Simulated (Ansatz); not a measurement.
Relaxed sheet of MoS2:

```
CELL_PARAMETERS angstrom
3.13568 0.00000 0.00000
-1.56784 2.71558 0.00000
0.00000 0.00000 32.41157
ATOMIC_POSITIONS crystal
S 0.00000 0.00000 0.45038
Mo 0.66667 0.33333 0.50000
S 0.33333 0.66667 0.54962
```

Level of theory: DFT PBE+D3(BJ), scalar-relativistic, plane waves, PAW (Ansatz 0.2.0). Settings: cutoff 420 eV, Γ-centred mesh 18×18×1 on the computed 3-atom cell, Gaussian smearing of 0.10 eV; no spin polarisation. No periodic images along c.

Atoms relax at each strain; stress is positive in compression. Unstrained: gap none (metal or semimetal), thickness 3.217 Å.

(1) How does it respond to biaxial strain of -4, -2, +2, +4, +7 %?

Results:

(1)
| strain (%) | ΔE (meV/cell) | σxx (N/m) | σyy (N/m) | gap | thickness (Å) |
| --- | --- | --- | --- | --- | --- |
| -4 | 102.4 | 5.72 | 5.72 | none (metal or semimetal) | 3.333 |
| -2 | 21.1 | 2.33 | 2.33 | none (metal or semimetal) | 3.279 |
| +2 | 15.6 | -1.57 | -1.57 | none (metal or semimetal) | 3.147 |
| +4 | 67.6 | -3.23 | -3.23 | none (metal or semimetal) | 3.084 |
| +7 | 212.3 | -5.23 | -5.23 | none (metal or semimetal) | 2.988 |

The reference crystal is a form of MoS2, which isn't its usual structure.